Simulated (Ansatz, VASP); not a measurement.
# Two plane-wave programs on SiHC

Contents of INCAR:

```
SYSTEM = SiHC
  ALGO = Normal
  EDIFF = 1E-6
  ENCUT = 520
  GGA = PE
  ISIF = 2
  ISMEAR = 0
  LASPH = .TRUE.
  LCHARG = .FALSE.
  LREAL = .FALSE.
  LWAVE = .FALSE.
  NBANDS = 12
  NELM = 100
  PREC = Accurate
  SIGMA = 0.1
```

KPOINTS

```
k-points
0
G
  6 6 6
  0 0 0
```

POSCAR

```
SiHC
1.0
    3.4028226600      0.0000000000      0.0000000000
   -1.7014113300      2.9469308700      0.0000000000
    0.0000000000      0.0000000000      3.3786753400
Si H C
1 1 1
Direct
    0.6666666700      0.3333333300      0.5000000000
    0.3333333300      0.6666666700      0.0000000000
    0.0000000000      0.0000000000      0.0000000000
```

Input for Ansatz:

```yaml
crystal:
  lattice:
    - [3.40282266, 0.0, 0.0]
    - [-1.70141133, 2.94693087, 0.0]
    - [0.0, 0.0, 3.37867534]
  atoms:
    - { symbol: Si, position: [0.66666667, 0.33333333, 0.5] }
    - { symbol: H, position: [0.33333333, 0.66666667, 0.0] }
    - { symbol: C, position: [0.0, 0.0, 0.0] }
basis:
  ecutwfc: 420
kpoints:
  mp_grid: { grid: [6, 6, 6] }
hamiltonian:
  xc: pbe
scf:
  occupations: { method: gaussian, width: 0.1 }
  lower_state_search: "off"
output:
  forces: true
  stress: true
  eigenvalues: true
```

Change from the starting cell: species swapped into the NdNiAs type (P-6m2, No. 187).

Alike in both runs: task single point; functional PBE; k mesh 6 × 6 × 6; occupations gaussian, width 0.1 eV; no spin polarisation.

```csv
,VASP,Ansatz
version,VASP 6.6.1,Ansatz 0.2.0
potentials or method,"VASP PAW PBE potentials, release 64 (Si, H, C)","scalar-relativistic, plane waves, PAW"
plane-wave cutoff (eV),520,420
valence electrons in the cell,9,9
```

|  | VASP | Ansatz | Ansatz less VASP |
| --- | --- | --- | --- |
| gap on the k mesh at the Fermi level (eV) | none | none | - |
| pressure (GPa) | -27.1 | -27.1 | 0.00 |
| largest component of the traceless stress (GPa) | 0.85 | 0.84 | -0.008 |

A gap of «none» marks a metal or a gap that the smearing closes.

Caveats: so large a pressure means that the cell lies far from this level's equilibrium, or that cutoff or potentials fall short (VASP).
